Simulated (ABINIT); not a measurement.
Here is an ABINIT 10.8.3 (patched build) calculation.

Contents of run.abi:

```
ndtset 2

pp_dirpath "./"
pseudos "Zr_ONCV_PBE-1.2.upf, Se_ONCV_PBE-1.2.upf"

acell 3.798 3.798 6.192 Angstrom
rprim
     1.0000000000     0.0000000000     0.0000000000
    -0.5000000000     0.8660254038     0.0000000000
     0.0000000000     0.0000000000     1.0000000000
ntypat 2
znucl 40 34
natom 3
typat 1 2 2
xred
     0.0000000000     0.0000000000     0.0000000000
     0.6666666667     0.3333333333     0.7500000000
     0.3333333333     0.6666666667     0.2500000000

ecut 26.0

ixc 11

occopt 3
tsmear 0.05 eV

nstep 100

iomode 3
prtwf 0
prteig 0
prtebands 0
enunit 1
prtden1 1

kptopt1 1
ngkpt1 6 6 4
nshiftk1 1
shiftk1 0.0 0.0 0.0
nband1 16
tolvrs1 1.0e-10

iscf2 -2
getden2 1
nband2 22
nbdbuf2 4
tolwfr2 1.0e-11
kptopt2 -7
ndivsm2 5
prteig2 1
prtvol2 -3
kptbounds2
     0.0000000000     0.0000000000     0.0000000000
     0.5000000000     0.0000000000     0.0000000000
     0.3333333333     0.3333333333     0.0000000000
     0.0000000000     0.0000000000     0.0000000000
     0.0000000000     0.0000000000     0.5000000000
     0.5000000000     0.0000000000     0.5000000000
     0.3333333333     0.3333333333     0.5000000000
     0.0000000000     0.0000000000     0.5000000000
```

Potentials or basis: SG15 NC PBE v1.2.

The run is started by

```bash
$ abinit run.abi > log 2>&1
```

Task: Estimate the pressure.

Result: 2.1 GPa.

Task: Estimate the band gap along the path.

Result: 0.35 eV, indirect (least direct gap 1.03 eV).

Task: Estimate the largest force.

Result: 0.294 eV/Å.

Task: Predict the band gap on the k mesh.

Result: 0.36 eV, indirect (least direct gap 1.03 eV).

Stress tensor (GPa, compression positive):
```
1.55 0.00 0.00
0.00 1.55 0.00
0.00 0.00 3.08
```

Caveat: this functional lacks dispersion, which binds the layers, so the pressure and a relaxed spacing across them are unreliable.

**What was measured.**

“Stress-Tuned Optical Transitions in Layered 1T-MX2 (M= Hf, Zr, Sn; X= S, Se) Crystals”, 2022, arxiv:2210.12074 quotes, for a bulk crystal of ZrSe2: band gap 1.2 eV (indirect).

Measured gap of ZrSe2: 1.2 eV (indirect; quoted in “Stress-Tuned Optical Transitions in Layered 1T-MX2 (M= Hf, Zr, Sn; X= S, Se) Crystals”, 2022, arxiv:2210.12074). This calculation gives 0.35 eV (-0.85 eV). Spin-orbit coupling on Se, Zr is left out. The value is that of PBE, without temperature or zero-point motion. Semilocal functionals fall short of measured gaps as a rule.
